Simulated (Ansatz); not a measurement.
# Relaxing B

Method: DFT PBEsol, scalar-relativistic, plane waves, PAW (Ansatz 0.2.0). Cutoff 420 eV, Γ-centred k mesh, Gaussian smearing, no spin polarisation in the final step.

The start puts B on the simple cubic structure type (Pm-3m, No. 221), at a guessed volume.

```yaml
crystal:
  lattice:
    - [1.94084, 0.00000, 0.00000]
    - [0.00000, 1.94084, 0.00000]
    - [0.00000, 0.00000, 1.94084]
  atoms:
    - { symbol: B, position: [0.00000, 0.00000, 0.00000] }
```

Cell and atoms relax at zero pressure; the relaxation can't lower the symmetry of the start. After a coarse first stage the cell is made exact in the group found at 0.06 Å.

Energies count from the standard state of B at the same level.

Task: Which crystal results?

Result: It keeps Pm-3m (No. 221). The result has the simple cubic structure. Conventional cell: a = 1.877 Å. Around B lie 6 B at 1.88 Å.

```
B
1.0
     1.87731    0.00000    0.00000
     0.00000    1.87731    0.00000
     0.00000    0.00000    1.87731
B
1
Cartesian
  0.0000 0.0000 0.0000
```

Task: What are its volume, energy, density and gap?

Result: The volume per atom is 6.62 Å³ and the density is 2.71 g/cm³. The energy over the standard structure is 1.06 eV/atom and the gap on the 28×28×28 mesh is 0 eV (a metal).

The final run used a 28×28×28 mesh on its 1-atom cell and 0.10 eV smearing. The k mesh leaves about 4 meV/atom of noise in metals. A later test with randomly moved atoms lowered the energy by 840 meV/atom on a coarse mesh, so it isn't stable against such moves and is likely a saddle point held by symmetry.

This simple cubic form isn't the element's structure at ambient conditions.